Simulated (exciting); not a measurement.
Write the native input for exciting (release sodium) that does the following.

```yaml
Task: single point
Functional: PBEsol
Potentials_or_basis: all-electron LAPW+lo, shipped species files, valence relativity iora*
rgkmax: 9
k_mesh: 10 × 10 × 7
Occupations: fermi-dirac, width 0.05 eV
Spin: no spin polarisation
gmaxvr_cutoff_of_density_and_potential: 14 1/bohr
lmaxapw_and_lmaxmat: 10
lmaxvr: 8
nempty: 14
Valence_relativity: iora*
epsengy: 1e-05 Ha
epspot: 1e-05 Ha
maxscl: 60
Muffin-tin_radii: Ti 2.0, Si 2.0 bohr
```

TiSi:

```xyz
2
Lattice="1.8162 -2.1176 0.0000 1.8162 2.1176 0.0000 0.0000 0.0000 3.8039" Properties=species:S:1:pos:R:3 pbc="T T T"
Ti    1.8162    0.0000    0.0000
Si    0.0000    0.0000    1.9020
```

The cell comes from a database or a generator and needn't be the stable form of this composition.

One way to write it, as run:

input.xml

```xml
<input>
  <title>TiSi</title>
  <structure speciespath="./" tshift="false">
    <crystal scale="1">
      <basevect>3.432079013571 -4.001729394935 0.000000000000</basevect>
      <basevect>3.432079013571 4.001729394935 0.000000000000</basevect>
      <basevect>0.000000000000 0.000000000000 7.188393456152</basevect>
    </crystal>
    <species speciesfile="Ti.xml" rmt="2">
      <atom coord="0.500000000000 0.500000000000 0.000000000000"/>
    </species>
    <species speciesfile="Si.xml" rmt="2">
      <atom coord="0.000000000000 0.000000000000 0.500000000000"/>
    </species>
  </structure>
  <groundstate do="fromscratch" ngridk="10 10 7" rgkmax="9" gmaxvr="14" lmaxapw="10" lmaxmat="10" lmaxvr="8" xctype="GGA_PBE_SOL" stype="Fermi Dirac" swidth="0.00183747" nempty="14" ValenceRelativity="iora*" epsengy="1e-05" epspot="1e-05" maxscl="60" tforce="true" outputlevel="normal"/>
</input>
```

Potentials or basis: all-electron LAPW+lo, shipped species files, valence relativity iora*.

The run is started by

```sh
$ OMP_NUM_THREADS=1 exciting_smp
```

Results of the run:

```
Band gap on the k mesh                            : none (metal or under the smearing width)
All electrons inside the program's atomic spheres : Ti 19.59; Si 11.73 (radii Ti 2.0, Si 2.0 bohr)
```

Caveat: the log's total energy holds no entropy term; the free energy is that total less TS from the occupations.

It took 7.2 min on 1 thread of Intel(R) Xeon(R) Processor @ 2.50GHz (Skylake/Cascade Lake), on a shared host, peak memory 0.14 GiB.
